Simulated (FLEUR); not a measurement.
## SrCl2 under changes of volume

One of the cells (28.299 Å³/atom); the others are scaled copies at fixed shape and fractional positions:

```
Sr Cl
1.0
     0.00000    3.48835    3.48835
     3.48835    0.00000    3.48835
     3.48835    3.48835    0.00000
Sr Cl
1 2
Direct
  0.00000 0.00000 0.00000
  0.75000 0.75000 0.75000
  0.25000 0.25000 0.25000
```

- Program: FLEUR MaX-R8.1 (later development tree)
- Functional: PBEsol
- Potentials or basis: all-electron
- Basis: FLAPW
- Kmax: 4.1 1/bohr
- k mesh: 7 × 7 × 7
- Occupations: fermi-dirac, width 0.05 eV
- Spin: no spin polarisation

```tsv
volume (Å³/atom)	energy over the lowest point (meV/atom)	gap on the mesh (eV)
26.601	?	?
27.167	0.12	5.33
27.733	0.00	5.25
28.299	2.50	5.18
28.865	7.35	5.11
29.431	14.28	5.03
29.997	23.09	4.96
```

Task: What does the run at 26.601 Å³/atom give?

Result: Energy over the lowest point 3.19 meV/atom; gap on the mesh 5.41 eV.

Worked out: A Birch-Murnaghan fit of order 3 (a polynomial in V^(-2/3)) to the other rows has its minimum at 27.47 Å³/atom with B0 = V·E''(V) = 38 GPa and B' = 4.5. It gives 3.18 meV/atom at 26.601 Å³/atom, against the run's 3.19. A straight line through the other rows of the gap, of slope -3.72 eV per unit of ln V, extrapolates to 5.41 eV, against the run's 5.41.

Energies are extrapolated to zero smearing.

Caveats: an odd mesh through Γ misses points on the zone boundary, where band edges often lie. Spin-orbit coupling on Sr is left out.
